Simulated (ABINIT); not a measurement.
The system is HgTe (Coloradoite).

```
Hg Te
1.0
     0.00000    3.21450    3.21450
     3.21450    0.00000    3.21450
     3.21450    3.21450    0.00000
Hg Te
1 1
Direct
  0.00000 0.00000 0.00000
  0.75000 0.75000 0.75000
```

Base run:

```yaml
Program: ABINIT 10.8.3 (patched build)
Functional: LDA
Potentials_or_basis: PseudoDojo NC SR LDA v0.4.1 standard
Cutoff: 925 eV
k_mesh: 5 × 5 × 5
Occupations: fermi-dirac, width 0.05 eV
Spin: no spin polarisation
```

Its results: band gap on the k mesh none (metal or under the smearing width); pressure 0.1 GPa.

Question: After a change of settings the same cell gave: band gap on the k mesh none (metal or under the smearing width); pressure 1.7 GPa. Which change was it?
A. functional from LDA to PBE; potentials or basis from PseudoDojo NC SR LDA v0.4.1 standard to PseudoDojo NC SR PBE v0.4.1 standard
B. functional from LDA to PBEsol; potentials or basis from PseudoDojo NC SR LDA v0.4.1 standard to PseudoDojo NC SR PBEsol v0.4.1 standard
C. functional from LDA to PBE; potentials or basis from PseudoDojo NC SR LDA v0.4.1 standard to JTH PAW PBE v2.0; cutoff from 925 eV to 435 eV; valence electrons from 36 to 18
D. functional from LDA to PBE; potentials or basis from PseudoDojo NC SR LDA v0.4.1 standard to SPMS NC PBE v1.0; cutoff from 925 eV to 735 eV

Answer: B.

Caveats: the cutoff is short for stress, so the pressure is rough.
